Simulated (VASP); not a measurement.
A run of VASP 6.6.1 is set up as follows.

Contents of run.py:

```python
from ase.calculators.vasp import Vasp
from ase.dft.bandgap import bandgap
from ase.spacegroup import crystal

atoms = crystal(
    ['Ce'],
    basis=[[0.6666666667, 0.3333333333, 0.75]],
    spacegroup=194,
    setting=1,
    cellpar=[3.65, 3.65, 5.96, 90.0, 90.0, 120.0],
    primitive_cell=True,
)
atoms.set_initial_magnetic_moments([1.0, 1.0])
calc = Vasp(
    directory='calc',
    xc='lda',
    pp='LDA',
    setups='gw',
    prec='Accurate',
    encut=550,
    ediff=1e-06,
    ismear=0,
    sigma=0.05,
    lreal=False,
    lasph=True,
    nelm=120,
    algo='Normal',
    isif=2,
    lwave=False,
    lcharg=False,
    ispin=2,
    lorbit=11,
    lmaxmix=6,
    kpts=[8, 8, 5],
    gamma=True,
)
atoms.calc = calc

print('energy (eV):', atoms.get_potential_energy())
print('free energy (eV):', atoms.get_potential_energy(force_consistent=True))
print('forces (eV/A):')
print(atoms.get_forces())
print('stress (eV/A^3, Voigt):', atoms.get_stress())
print('Fermi level (eV):', calc.get_fermi_level())
print('moment (muB):', atoms.get_magnetic_moment())
print('site moments (muB):', atoms.get_magnetic_moments())
gap, top, bottom = bandgap(calc)
print('band gap (eV):', gap, 'from (spin, k, band)', top, 'to', bottom)
```

Potentials or basis: VASP PAW LDA potentials, release 64 (Ce_GW).

Run with:

```sh
$ python run.py
```

(1) Estimate the pressure.

(2) What does it give for the band gap on the k mesh?

(3) What does it give for the net moment?

(4) Predict the site moments.

Results:

(1) -8.7 GPa.

(2) none (metal or under the smearing width).

(3) 1.45 μB per cell.

(4) Ce +0.60 μB.

Caveat: the magnetic or orbital state may not be the lowest; spin-orbit coupling is left out, which moves the levels of the heavy elements.
